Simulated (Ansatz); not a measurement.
# RbCl: the cost of one run

Program: Ansatz 0.2.0. Level of theory: DFT, PBE, plane-wave PAW, default files, scalar-relativistic. These are calculated values, not measurements.

## 1. The structure to begin with

The structure is cubic, space group Fm-3m (No. 225). The conventional cell has a = 6.548 Å, b = 6.548 Å, c = 6.548 Å, α = 90.00°, β = 90.00°, γ = 90.00°. Rb (site symmetry m-3m) is surrounded by 6 Cl at 3.27 Å. Around Cl (site symmetry m-3m) lie 6 Rb at 3.27 Å.

Coordinates:

```
Rb Cl
1.0
     0.00000    3.27400    3.27400
     3.27400    0.00000    3.27400
     3.27400    3.27400    0.00000
Rb Cl
1 1
Direct
  0.00000 0.00000 0.00000
  0.50000 0.50000 0.50000
```

## 2. Relaxation of the positions

Input file input.yaml:

```yaml
crystal:
  lattice:
    - [0.0, 3.274, 3.274]
    - [3.274, 0.0, 3.274]
    - [3.274, 3.274, 0.0]
  atoms:
    - { symbol: Rb, position: [0.0, 0.0, 0.0] }
    - { symbol: Cl, position: [0.5, 0.5, 0.5] }
kpoints:
  mp_grid: { grid: [7, 7, 7] }
scf:
  occupations: { method: fermi_dirac, width: 0.02 }
hamiltonian:
  xc: pbe
  pseudopotentials: { kind: paw }
output:
  forces: true
  stress: true
  populations: true
  efg:
    quadrupole_moments_barn: { Rb: 0.1335, Cl: -0.08112 }
    contact_densities: true
relax:
  f_tol: 0.02
  max_steps: 60
```

On the command line:

```
ansatz run input.yaml --threads 1 --pin off --max-ram 2560MiB --backend cpu --events-out ev --progress --plain --runs-dir out
```

What time and memory should one allow on 1 thread of AMD EPYC 7R43 (Zen 3), shared host?

About 3.7 s, with a peak of 0.47 GiB.
